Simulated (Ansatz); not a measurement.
Energy ranking of Cd3Te5 structures

These are results of DFT PBE, scalar-relativistic, plane waves, PAW (Ansatz), not measurements. Settings: cutoff 420 eV, Γ-centred meshes spaced at most about 0.3 Å⁻¹, and about 0.25 Å⁻¹ or finer for metals (2π included), Gaussian smearing. No spin polarisation.

Energies over the elements count from the elements' standard structures at the same level, with no fitted energy shifts.

Temperature and zero-point effects are left out. The comparison covers the computed candidates alone. Spin–orbit coupling, which can matter for Te, is left out. The reference form of Te is held partly by dispersion forces, which this level lacks.

Invented guesses were relaxed alike, and ends that match in structure were merged. ΔE counts from the first row. Coordination counts Te atoms around Cd (those within 1.25 times the shortest such distance or 1.15 times the sum of covalent radii, 1.27 where that leaves under three). The ends were matched against large subsets of the Crystallography Open Database and the Materials Project, so a missing match doesn't prove that a structure is unreported.

```
#                         reached from  type and space group  atoms  Å³/atom  coordination  ΔE (meV/atom)  gap on mesh (eV)  in databases
1                          random cell       Pm-3m (No. 221)      8     29.8          Cd 6              0              0.00      no match
2  a cell proposed by chemical analogy        R-3m (No. 166)      8     29.8          Cd 6             40              0.00      no match
3  a cell proposed by chemical analogy       P-4m2 (No. 115)      8     38.2          Cd 4             60              0.00      no match
4  a cell proposed by chemical analogy       P-43m (No. 215)      8     39.2          Cd 4             76              0.00      no match
```

The lowest: Space group Pm-3m (No. 221), cubic, a = 6.202 Å. Cd is surrounded by 6 Te at 3.10 Å; Te on a site of symmetry 4/mmm has 2 Te at 3.10 Å and 4 Cd at 3.10 Å; around Te on a site of symmetry m-3m lie 6 Cd at 3.10 Å; Te on a second site of symmetry m-3m is surrounded by 6 Te at 3.10 Å. Its energy over the elements is −0.20 eV/atom. A negative formation energy is needed for stability but isn't enough: competing phases decide. An observed structure of this formula, if there is one, may be missing.

```cif
data_structure
_symmetry_space_group_name_H-M 'Pm-3m'
_symmetry_Int_Tables_number 221
_cell_length_a 6.2022
_cell_length_b 6.2022
_cell_length_c 6.2022
_cell_angle_alpha 90.000
_cell_angle_beta 90.000
_cell_angle_gamma 90.000
_cell_volume 238.58
loop_
_atom_site_label
_atom_site_type_symbol
_atom_site_symmetry_multiplicity
_atom_site_Wyckoff_symbol
_atom_site_fract_x
_atom_site_fract_y
_atom_site_fract_z
_atom_site_occupancy
Cd1 Cd 3 d 0.50000 0.00000 0.00000 1
Te1 Te 3 c 0.00000 0.50000 0.50000 1
Te2 Te 1 a 0.00000 0.00000 0.00000 1
Te3 Te 1 b 0.50000 0.50000 0.50000 1
```

The second: Space group R-3m (No. 166), trigonal, a = 4.382 Å, c = 42.985 Å. Cd on a site of symmetry -3m is surrounded by 6 Te at 3.08 Å; Cd on a site of symmetry 3m is surrounded by 6 Te at 3.04–3.12 Å; Te on a site of symmetry 3m is surrounded by 6 Cd at 3.04–3.08 Å; Te on a second site of symmetry 3m has 3 Cd at 3.12 Å and 3 Te at 3.16 Å; 1 more site not described. Counting Te atoms around Cd, the first and the second both have Cd 6. Cells relaxed within their symmetry can be saddle points. Some candidate types were left out of the draw beforehand, so a known form may be missing.
